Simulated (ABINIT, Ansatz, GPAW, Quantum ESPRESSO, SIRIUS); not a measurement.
**Ag: programs and potentials compared**

```
CELL_PARAMETERS angstrom
2.93000 0.00000 0.00000
-1.46500 2.53745 0.00000
0.00000 0.00000 4.79000
ATOMIC_POSITIONS crystal
Ag 0.66667 0.33333 0.75000
Ag 0.33333 0.66667 0.25000
```

This isn't the form of Ag at room conditions, which is fcc.

Alike in all runs: task single point; functional PBEsol; k mesh 10 × 10 × 6; occupations fermi-dirac, width 0.05 eV; no spin polarisation; no spin-orbit coupling. Pressure is positive in compression and, in plane waves, holds the error of the finite cutoff, which Ansatz's Pulay term estimates and takes out.

| program and potentials | plane-wave cutoff (eV) | notes | pressure (GPa) |
| --- | --- | --- | --- |
| Ansatz, Ansatz PAW | 420 | potentials made for PBE, which Ansatz adapts in part; 19 valence electrons an atom on average; Pulay term of +0.04 GPa included | -6.12 |
| Quantum ESPRESSO, GBRV 1.5 PBEsol | 762 | 19 valence electrons an atom on average | -6.47 |
| ABINIT, PseudoDojo NC SR PBEsol v0.4.1 standard | 1116 | 19 valence electrons an atom on average | -6.32 |
| GPAW, PAW data sets generated for this functional | 600 | 17 valence electrons an atom on average | -6.07 |
| SIRIUS, PseudoDojo 0.4.1 PBEsol standard (scalar relativistic) | 1127 | 19 valence electrons an atom on average | -6.27 |
| Ansatz, all-electron LAPW, scalar-relativistic | - | - | -6.13 |

The pressure spans -6.47 (Quantum ESPRESSO, GBRV 1.5 PBEsol) to -6.07 GPa (GPAW, PAW data sets generated for this functional), with all-electron results at -6.13.

The functional is the same throughout but for its coding, so the spread measures potentials, basis and numerics; runs on potential files found faulty are left out.
